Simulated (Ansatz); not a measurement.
Here is an Ansatz 0.2.0 calculation.

Contents of input.yaml:

```yaml
crystal:
  lattice:
    - [2.5194737886, 0.0, 0.0]
    - [-1.2597368943, 2.1819283051, 0.0]
    - [0.0, 0.0, 2.446002]
  atoms:
    - { symbol: "N", position: [0.3333333333, 0.6666666667, 0.75] }
    - { symbol: "N", position: [0.6666666667, 0.3333333333, 0.25] }
hamiltonian:
  xc: { exchange: pbe, correlation: pbe, exx: { coeff: 0.25, omega: 0.3 } }
  pseudopotentials: { kind: paw, source: jth }
  dispersion: d3bj
kpoints:
  mp_grid: { grid: [8, 8, 7] }
  band_path:
    path:
      - [[0.0, 0.0, 0.0], [0.5, 0.0, 0.0], [0.3333333333, 0.3333333333, 0.0], [0.0, 0.0, 0.0], [0.0, 0.0, 0.5], [0.5, 0.0, 0.5], [0.3333333333, 0.3333333333, 0.5], [0.0, 0.0, 0.5]]
      - [[0.5, 0.0, 0.5], [0.5, 0.0, 0.0]]
      - [[0.3333333333, 0.3333333333, 0.0], [0.3333333333, 0.3333333333, 0.5]]
    npoints: 4
scf:
  occupations: { method: fermi_dirac, width: 0.1 }
  n_extra_bands: 6
output:
  forces: true
  stress: true
  eigenvalues: true
  fatbands: false
```

Potentials or basis: JTH PAW.

Run with:

```console
$ ansatz run input.yaml --threads 1 --pin off --max-ram 2560MiB --backend cpu --events-out ev --progress --plain --runs-dir out
```

Q: What does it give for the band gap on the k mesh?

A: None (metal or under the smearing width).

Q: Predict the pressure.

A: -6.9 GPa.

Stress tensor (GPa, compression positive):
```
 -1.29   0.00   0.00
  0.00  -1.29   0.00
  0.00   0.00 -18.27
```

Caveat: the k mesh is coarse (spacing up to 0.37 Å⁻¹), so the values aren't converged, least of all with exact exchange; pairwise dispersion overbinds metals, which lowers pressure and volume; the dispersion damping was fitted for another functional or another form of the correction; the thresholds are loose for stress.
